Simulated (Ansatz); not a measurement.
**Pressure against volume: Ga**

```yaml
crystal:
  lattice:
    - [3.01103, 0.00000, 0.00000]
    - [-1.50552, 2.60763, 0.00000]
    - [0.00000, 0.00000, 4.86610]
  atoms:
    - { symbol: Ga, position: [0.33333, 0.66667, 0.25000] }
    - { symbol: Ga, position: [0.66667, 0.33333, 0.75000] }
```

The cell was built from the hcp type and relaxed in the same program, and has space group P6_3/mmc; it needn't be a known or the stable phase.

Levels of theory: DFT, PBE, all-electron LAPW, scalar-relativistic (Ansatz 0.2.0); DFT, PBE, PAW with Ansatz's default frozen-core files, scalar-relativistic (Ansatz 0.2.0).

For LAPW: a Γ-centred 18×18×10 k mesh, Fermi–Dirac smearing of 0.05 eV, basis error target 0.5 meV/atom, no spin polarisation. PAW takes a cutoff of 420 eV at this cell. The Ansatz runs share mesh, smearing and spin set-up. Plane-wave (PAW) pressures include the program's estimate of the Pulay term.

The cell above is scaled evenly, with fractional coordinates and shape held.

Estimate the equilibrium volume and bulk modulus that full-potential LAPW gives for this fixed shape.

V0 = 19.10 Å³/atom, B0 = 46 GPa, B0′ = 5.1, from a third-order Birch–Murnaghan fit to these pressures:
```
V/V(cell)  V (Å³/atom)  P, LAPW (GPa)  P, PAW (GPa)
   0.9405       17.967           3.29          3.27
   0.9700       18.530           1.50          1.48
   1.0000       19.103          -0.02         -0.03
   1.0300       19.677          -1.28         -1.30
   1.0600       20.250          -2.33         -2.35
```

PAW's V0 lies -0.04 % from the all-electron value and its B0 0.1 %. With shape and internal coordinates held, B0 is an upper bound to the relaxed modulus.
